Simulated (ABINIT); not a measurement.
Runs of ABINIT 10.8.3 (patched build) on NaI. It takes space group Fm-3m (No. 225, cubic). The conventional cell has a = 6.473 Å, b = 6.473 Å, c = 6.473 Å, α = 90.00°, β = 90.00°, γ = 90.00°. I (site symmetry m-3m) has 6 Na at 3.24 Å as nearest neighbours. Na (site symmetry m-3m) is surrounded by 6 I at 3.24 Å. 

```csv
potentials or basis,cutoff (eV),fine-grid cutoff,V0 of scaled cells (Å³/atom),B0 (GPa)
JTH PAW PBE v2.0,1088,1687.11 eV,34.93,15
Ansatz NC PBE,1197,-,34.78,15
PseudoDojo NC SR PBE v0.4.1 standard,1197,-,34.80,15
PseudoDojo NC SR PBE v0.5 standard,1197,-,34.78,15
SPMS NC PBE v1.0,707,-,(a),15
SG15 NC PBE v1.2,1088,-,34.85,15
```

Alike in all rows: task equation of state; level PBE; no spin polarisation; cell as given; k mesh 7 × 7 × 7; smearing fermi-dirac 0.05 eV.

Fill in the values left out.

(a) 34.99.

Caveats: pressures at fixed basis lie under the slope of the energies.
